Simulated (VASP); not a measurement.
# Te2Mo in VASP: dielectric tensor with LDA

Aim: the dielectric tensor of Te2Mo with LDA.

Everything below comes from runs of VASP 6.6.1. Logs are shortened: lines on timing, memory, paths and dates and some standing lists are left out, and cuts for length are marked.

**1. Starting point**

The cell holds a slab with vacuum, 6 atoms: a = 3.560 Å, b = 3.560 Å, c = 24.811 Å, α = 90.00°, β = 90.00°, γ = 120.00°.

**2. Dielectric tensor, LDA**

INCAR

```
SYSTEM = Te2Mo
  PREC = Accurate
  ENCUT = 520
  EDIFF = 1E-8
  ISMEAR = 0
  SIGMA = 0.02
  LREAL = .FALSE.
  LASPH = .TRUE.
  NELM = 80
  ALGO = Normal
  ISIF = 2
  LWAVE = .FALSE.
  LCHARG = .FALSE.
  LEPSILON = .TRUE.
  KPAR = 4
```

KPOINTS

```
Automatic mesh
0
G
  10 10 2
  0 0 0
```

POSCAR

```
Te2Mo
1.0
    3.5603917377      0.0000000000      0.0000000000
   -1.7801958688      3.0833896922      0.0000000000
    0.0000000000      0.0000000000     24.8112624000
Te Mo
4 2
Direct
    0.3333333333      0.6666666667      0.2236394800
    0.6666666667      0.3333333333      0.9206288600
    0.6666666667      0.3333333333      0.7763605200
    0.3333333333      0.6666666667      0.0793711400
    0.6666666667      0.3333333333      0.1515414900
    0.3333333333      0.6666666667      0.8484585100
```

Potentials or basis: VASP PAW LDA potentials, release 64 (Te, Mo_sv).

Command:

```console
cat potpaw_LDA.64/Te/POTCAR potpaw_LDA.64/Mo_sv/POTCAR > POTCAR
mpirun -np 4 vasp_std > vasp.out
```

OUTCAR:

```text
SYSTEM = Te2Mo
   PREC = Accurate
   ENCUT = 520
   EDIFF = 1E-8
   ISMEAR = 0
   LREAL = .FALSE.
   LASPH = .TRUE.
   NELM = 80
   ISIF = 2
   LEPSILON = .TRUE.

 ion  position               nearest neighbor table
   1  0.333  0.667  0.224-   5 2.72   5 2.72   5 2.72   4 3.58
   2  0.667  0.333  0.921-   6 2.73   6 2.73   6 2.73   3 3.58
   3  0.667  0.333  0.776-   6 2.72   6 2.72   6 2.72   2 3.58
   4  0.333  0.667  0.079-   5 2.73   5 2.73   5 2.73   1 3.58
   5  0.667  0.333  0.152-   1 2.72   1 2.72   1 2.72   4 2.73   4 2.73   4 2.73
   6  0.333  0.667  0.848-   3 2.72   3 2.72   3 2.72   2 2.73   2 2.73   2 2.73

  LATTYP: Found a hexagonal cell.
 ALAT       =     3.5603917377
 C/A-ratio  =     6.9686889050

  Lattice vectors:

 A1 = (   3.5603917377,   0.0000000000,   0.0000000000)
 A2 = (  -1.7801958688,   3.0833896922,   0.0000000000)
 A3 = (   0.0000000000,   0.0000000000,  24.8112624000)

Analysis of symmetry for initial positions (statically):
=====================================================================
 Subroutine PRICEL returns:
 Original cell was already a primitive cell.

 Routine SETGRP: Setting up the symmetry group for a
 hexagonal supercell.

 Subroutine GETGRP returns: Found 12 space group operations
 (whereof 12 operations were pure point group operations)
 out of a pool of 24 trial point group operations.

The static configuration has the point symmetry D_3d.

Analysis of symmetry for dynamics (positions and initial velocities):
=====================================================================
 Subroutine PRICEL returns:
 Original cell was already a primitive cell.

 Routine SETGRP: Setting up the symmetry group for a
 hexagonal supercell.

 Subroutine GETGRP returns: Found 12 space group operations
 (whereof 12 operations were pure point group operations)
 out of a pool of 24 trial point group operations.

The dynamic configuration has the point symmetry D_3d.

 Subroutine INISYM returns: Found 12 space group operations
 (whereof 12 operations are pure point group operations),
 and found     1 'primitive' translations

----------------------------------------------------------------------------------------

                                     Primitive cell

  volume of cell :     272.3799

  direct lattice vectors                    reciprocal lattice vectors
     3.560391738  0.000000000  0.000000000     0.280867970  0.162159198  0.000000000
    -1.780195869  3.083389692  0.000000000     0.000000000  0.324318396  0.000000000
[... 993 lines left out ...]
  energy  without entropy=      -40.9347242403  energy(sigma->0) =      -40.93472424

 HEAD OF MICROSCOPIC STATIC DIELECTRIC TENSOR (INDEPENDENT PARTICLE, excluding Hartree and local field effects)
 ------------------------------------------------------
          12.193656     0.000000    -0.000000
           0.000000    12.193656     0.000000
           0.000000    -0.000000     6.549751
 ------------------------------------------------------

 Free energy of the ion-electron system (eV)
  ---------------------------------------------------
  ---------------------------------------------------
  free energy    TOTEN  =        -8.33542509 eV

  energy without entropy =       -8.33542509

------------------------ aborting loop because EDIFF is reached ----------------------------------------

--------------------------------------- Ionic step        2  -------------------------------------------

------------------------ aborting loop because EDIFF is reached ----------------------------------------

--------------------------------------- Ionic step        3  -------------------------------------------

 Free energy of the ion-electron system (eV)
  ---------------------------------------------------
  ---------------------------------------------------
  free energy    TOTEN  =        -0.82378751 eV

  energy without entropy =       -0.82378751

------------------------ aborting loop because EDIFF is reached ----------------------------------------

 PIEZOELECTRIC TENSOR FIELD DIRECTION 3  (e Angst)
 -----------------------------------------------------------------------------
    -0.01875  0.00000  0.00000           (  0.00000  0.00000  0.00000)
    -0.00000 -0.01875 -0.00000           (  0.00000  0.00000  0.00000)
    -0.00000  0.00000 -0.00475           (  0.00000  0.00000 -0.00001)

 PIEZOELECTRIC TENSOR FIELD DIRECTION 3  (C/m^2)
 -----------------------------------------------------------------------------
    -0.00110  0.00000  0.00000
    -0.00000 -0.00110 -0.00000
    -0.00000  0.00000 -0.00028

 MACROSCOPIC STATIC DIELECTRIC TENSOR (including local field effects in DFT)
 ------------------------------------------------------
          11.556052     0.000000    -0.000000
           0.000000    11.556052    -0.000000
           0.000000     0.000000     2.047277
 ------------------------------------------------------

 PIEZOELECTRIC TENSOR (including local field effects)  for field in x, y, z        (e  Angst)
          XX          YY          ZZ          XY          YZ          ZX
  --------------------------------------------------------------------------------
  x     0.00000     0.00000     0.00000     0.00000     0.00000     0.00000
  y     0.00000     0.00000     0.00000     0.00000     0.00000     0.00000
  z     0.00000     0.00000     0.00000     0.00000     0.00000     0.00000

 PIEZOELECTRIC TENSOR (including local field effects)  for field in x, y, z        (C/m^2)
          XX          YY          ZZ          XY          YZ          ZX
  --------------------------------------------------------------------------------
  x     0.00000     0.00000     0.00000     0.00000     0.00000     0.00000
  y     0.00000     0.00000     0.00000     0.00000     0.00000     0.00000
  z     0.00000     0.00000     0.00000     0.00000     0.00000     0.00000

 BORN EFFECTIVE CHARGES (including local field effects) (in |e|, cummulative output)
 ---------------------------------------------------------------------------------
 ion    1
    1     1.60073     0.00000    -0.00000
    2     0.00000     1.60073     0.00000
    3     0.00000     0.00000     0.55535
 ion    2
    1     1.60827     0.00000     0.00000
    2     0.00000     1.60827     0.00000
    3     0.00000     0.00000     0.24529
 ion    3
    1     1.60073     0.00000    -0.00000
    2     0.00000     1.60073     0.00000
    3    -0.00000     0.00000     0.55535
 ion    4
    1     1.60827     0.00000     0.00000
    2     0.00000     1.60827     0.00000
    3    -0.00000    -0.00000     0.24529
 ion    5
    1    -3.20900    -0.00000     0.00000
    2    -0.00000    -3.20900     0.00000
    3     0.00000     0.00000    -0.80063
 ion    6
    1    -3.20900    -0.00000     0.00000
    2    -0.00000    -3.20900     0.00000
    3    -0.00000     0.00000    -0.80063
```

It took 18 min on 4 MPI ranks of Intel Xeon 6975P-C (Granite Rapids), shared host; peak memory 1.2 GiB.

Results:

| Property | Result |
| --- | --- |
| Band gap on the k mesh | 1.19 eV, direct |
| Electronic dielectric tensor (diagonal) | 11.56, 11.56, 2.05 |
| Born charges (mean of the diagonal) | Te +1.25, +1.15; Mo -2.41 e |

Electronic dielectric tensor:
```
11.56  0.00  0.00
 0.00 11.56  0.00
 0.00  0.00  2.05
```

Born effective charge tensors (e):
atom 1, Te
```
1.60 0.00 0.00
0.00 1.60 0.00
0.00 0.00 0.56
```
atom 2, Te
```
1.61 0.00 0.00
0.00 1.61 0.00
0.00 0.00 0.25
```
atom 3, Te
```
1.60 0.00 0.00
0.00 1.60 0.00
0.00 0.00 0.56
```
atom 4, Te
```
1.61 0.00 0.00
0.00 1.61 0.00
0.00 0.00 0.25
```
atom 5, Mo
```
-3.21  0.00  0.00
 0.00 -3.21  0.00
 0.00  0.00 -0.80
```
atom 6, Mo
```
-3.21  0.00  0.00
 0.00 -3.21  0.00
 0.00  0.00 -0.80
```

Caveat: spin-orbit coupling is left out, which moves the levels of the heavy elements.

**3. The reference run**

An earlier run on the cell as given: functional PBE; potentials or basis VASP PAW PBE potentials, release 64 (Te, Mo_sv); cutoff 520 eV; k mesh 9 × 9 × 2; occupations fermi-dirac, width 0.05 eV; no spin polarisation.

* Largest force: 0.242 eV/Å
* Band gap on the k mesh: 1.02 eV, direct
